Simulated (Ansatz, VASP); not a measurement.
SiNi3: VASP beside Ansatz

```
Si Ni
1.0
     3.46146    0.00000    0.00000
     0.00000    3.46146    0.00000
     0.00000    0.00000    3.46146
Si Ni
1 3
Direct
  0.00000 0.00000 0.00000
  0.00000 0.50000 0.50000
  0.50000 0.00000 0.50000
  0.50000 0.50000 0.00000
```

Alike in both runs: functional PBEsol; k mesh 6 × 6 × 6; occupations gaussian, width 0.1 eV; no spin polarisation.

Ansatz relaxed the structure, and its values are those at the end. VASP's run is a single point on that final structure, the one shown.

```csv
,VASP,Ansatz
version,VASP 6.6.1,Ansatz 0.2.0
potentials or method,"VASP PAW PBE potentials, release 64 (Si, Ni)","scalar-relativistic, plane waves, PAW"
plane-wave cutoff (eV),520,420
valence electrons in the cell,34,58
```

Ansatz gave:

- gap on the k mesh at the Fermi level (eV): none
- pressure (GPa): -0.1

Q: What did VASP give for the same quantities?

A: gap on the k mesh at the Fermi level (eV): none; pressure (GPa): 0.1.

A gap of «none» marks a metal or a gap that the smearing closes. The two sets of potentials don't hold the same shells in valence.

Caveats: the PAW data sets were made with another functional, which shifts forces and pressure a little (VASP). Spin polarisation is off, so any magnetic state and its effect on volume and gap are missing.
